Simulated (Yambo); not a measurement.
Here is a Yambo 5.3.0 calculation.

The input hf1.in:

```
rim_cut
HF_and_locXC
RandQpts= 1000000
RandGvec= 50 RL
EXXRLvcs= 104 Ry
VXCRLvcs= 104 Ry
% QPkrange
 1 | 16 | 11 | 15 |
%
```

scf.in

```
&CONTROL
  calculation = 'scf'
  prefix = 'pwscf'
  outdir = './tmp'
  pseudo_dir = './pseudo'
/
&SYSTEM
  ibrav = 0
  nat = 2
  ntyp = 2
  ecutwfc = 104
  nbnd = 20
  occupations = 'smearing'
  smearing = 'fd'
  degauss = 0.00367493
  force_symmorphic = .true.
/
&ELECTRONS
  conv_thr = 4d-10
  electron_maxstep = 120
  mixing_beta = 0.5
/
ATOMIC_SPECIES
As    74.9216 As.upf
B     10.8100 B.upf
CELL_PARAMETERS angstrom
   0.0000000000    2.3885000000    2.3885000000
   2.3885000000    0.0000000000    2.3885000000
   2.3885000000    2.3885000000    0.0000000000
ATOMIC_POSITIONS angstrom
As     3.5827500000    3.5827500000    3.5827500000
B      0.0000000000    0.0000000000    0.0000000000
K_POINTS automatic
10 10 10 0 0 0
```

The input nscf.in:

```
&CONTROL
  calculation = 'nscf'
  prefix = 'pwscf'
  outdir = './tmp'
  pseudo_dir = './pseudo'
/
&SYSTEM
  ibrav = 0
  nat = 2
  ntyp = 2
  ecutwfc = 104
  nbnd = 313
  occupations = 'fixed'
  force_symmorphic = .true.
/
&ELECTRONS
  conv_thr = 1d-08
  diago_full_acc = .true.
  diago_thr_init = 1d-06
/
ATOMIC_SPECIES
As    74.9216 As.upf
B     10.8100 B.upf
CELL_PARAMETERS angstrom
   0.0000000000    2.3885000000    2.3885000000
   2.3885000000    0.0000000000    2.3885000000
   2.3885000000    2.3885000000    0.0000000000
ATOMIC_POSITIONS angstrom
As     3.5827500000    3.5827500000    3.5827500000
B      0.0000000000    0.0000000000    0.0000000000
K_POINTS automatic
6 6 6 0 0 0
```

Potentials or basis: PseudoDojo 0.4 SR PBE stringent.

The run is started by

```sh
$ OMP_NUM_THREADS=1 pw.x -in scf.in > scf.out
$ OMP_NUM_THREADS=1 pw.x -in nscf.in > nscf.out
$ cd tmp/pwscf.save; p2y; mv SAVE ../..; cd ../..
$ OMP_NUM_THREADS=1 yambo
$ mkdir -p hf1; ln -s $PWD/g0w00/ndb.RIM hf1/
$ OMP_NUM_THREADS=1 yambo -F hf1.in -J hf1 -C hf1_out
```

(1) What does it give for the quasiparticle gap?

(2) Predict the least direct quasiparticle gap.

(3) Estimate the band gap of the same states before the correction.

Results:

(1) 6.47 eV.

(2) 9.16 eV.

(3) 1.19 eV.

Caveat: this k mesh misses the band edges, so its gaps are larger than the crystal's; the quasiparticle gap listed is the Kohn-Sham gap on the denser mesh of the self-consistent run plus the correction found on the GW mesh, so it differs from the gap in the log.
